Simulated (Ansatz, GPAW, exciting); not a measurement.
## CdS: 3 runs at one level of theory

```
CELL_PARAMETERS angstrom
0.00000 2.91650 2.91650
2.91650 0.00000 2.91650
2.91650 2.91650 0.00000
ATOMIC_POSITIONS crystal
Cd 0.00000 0.00000 0.00000
S 0.75000 0.75000 0.75000
```

Alike in all runs: task single point; functional PBE; k mesh 8 × 8 × 8; occupations gaussian, width 0.011 eV; no spin polarisation; no spin-orbit coupling. Pressure is positive in compression and, in plane waves, holds the error of the finite cutoff.

```csv
program and potentials,plane-wave cutoff (eV),notes,band gap (eV),pressure (GPa)
"Ansatz, all-electron LAPW, scalar-relativistic",-,-,1.15,2.88
"exciting, all-electron LAPW+lo, shipped species files, valence relativity iora*",-,-,?,-
"GPAW, GPAW PAW data sets (gpaw-data 1.2.1)",600,-,1.13,2.60
```

Question: Estimate from the other rows what the run with exciting, all-electron LAPW+lo, shipped species files, valence relativity iora* gave.

Answer: Band gap 1.14 eV. The other rows, which needn't bracket it: band gap 1.13 to 1.15; pressure 2.60 to 2.88.
